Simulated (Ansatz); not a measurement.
# HfN: how the settings move a single-point run

Aim: see which settings change the result for HfN, by how much, and at what cost.

Computed with Ansatz 0.2.0 (reference: DFT, PBE, PAW with Ansatz's default frozen-core files, scalar-relativistic, unless a step's input says otherwise).

## 1. Starting point

Symmetry: I4mm, No. 107, tetragonal system. The conventional cell has a = 3.195 Å, b = 3.195 Å, c = 4.518 Å, α = 90.00°, β = 90.00°, γ = 90.00°. Around Hf (site symmetry 4mm) lie 6 N at 2.21 to 2.31 Å. N (site symmetry 4mm) is surrounded by 6 Hf at 2.21 to 2.31 Å.

Structure file:

```cif
data_structure
_symmetry_space_group_name_H-M 'I4mm'
_symmetry_Int_Tables_number 107
_cell_length_a 3.1947
_cell_length_b 3.1947
_cell_length_c 4.5180
_cell_angle_alpha 90.000
_cell_angle_beta 90.000
_cell_angle_gamma 90.000
_cell_volume 46.11
loop_
_atom_site_label
_atom_site_type_symbol
_atom_site_symmetry_multiplicity
_atom_site_Wyckoff_symbol
_atom_site_fract_x
_atom_site_fract_y
_atom_site_fract_z
_atom_site_occupancy
Hf1 Hf 2 a 0.00000 0.00000 0.01107 1
N1 N 2 a 0.00000 0.00000 0.50000 1
```

## 2. Baseline

Contents of input.yaml:

```yaml
crystal:
  lattice:
    - [0.0, 2.259, 2.259]
    - [2.259, 0.0, 2.259]
    - [2.259, 2.259, 0.0]
  atoms:
    - { symbol: Hf, position: [-0.0110668437, 0.0110668437, 0.0110668437] }
    - { symbol: "N", position: [0.5, 0.5, 0.5] }
kpoints:
  mp_grid: { grid: [10, 10, 10] }
scf:
  occupations: { method: fermi_dirac, width: 0.03 }
hamiltonian:
  xc: pbe
  pseudopotentials: { kind: paw }
output:
  forces: true
  stress: true
  eigenvalues: true
  efg: { contact_densities: true }
```

Launch:

```console
ansatz run input.yaml --threads 1 --pin off --max-ram 2048MiB --backend cpu --events-out ev --progress --plain --runs-dir out
```

## 3. Changing settings: chi_scale 0.3

Changes to input.yaml since step 2:

```diff
@@ -12,2 +12,3 @@
   occupations: { method: fermi_dirac, width: 0.03 }
+  initial_density: { chi_scale: 0.3 }
 hamiltonian:
```

What does the calculation give? Wanted: for each run, ending; energy change; pressure; gap; force.

**Answer**, as computed:

```
             run     ending  energy change  pressure (GPa)  gap (eV)  force (eV/Å)  cycles   time
       reference  converged              0             5.8      0.00          0.57       6  6.5 s
1: chi_scale 0.3  converged   0.0 meV/atom             5.8      0.00          0.57       9  8.2 s
```

Residual by cycle in the longest SCF loop of each run; runs are numbered as in the table. The quantity is the density residual dr2, in eV.

```
cycle  reference    run 1
    1    0.00703     25.6
    2     3.2e-4     0.71
    3     6.9e-5    0.201
    4     1.1e-5   0.0398
    5     5.7e-7  0.00124
    6     1.9e-8   1.6e-4
    7          -   5.2e-6
    8          -   1.7e-6
    9          -   2.6e-8
```

With the changed start the energy agrees within 0.5 meV/atom. Cost: 9 SCF cycles against 6.
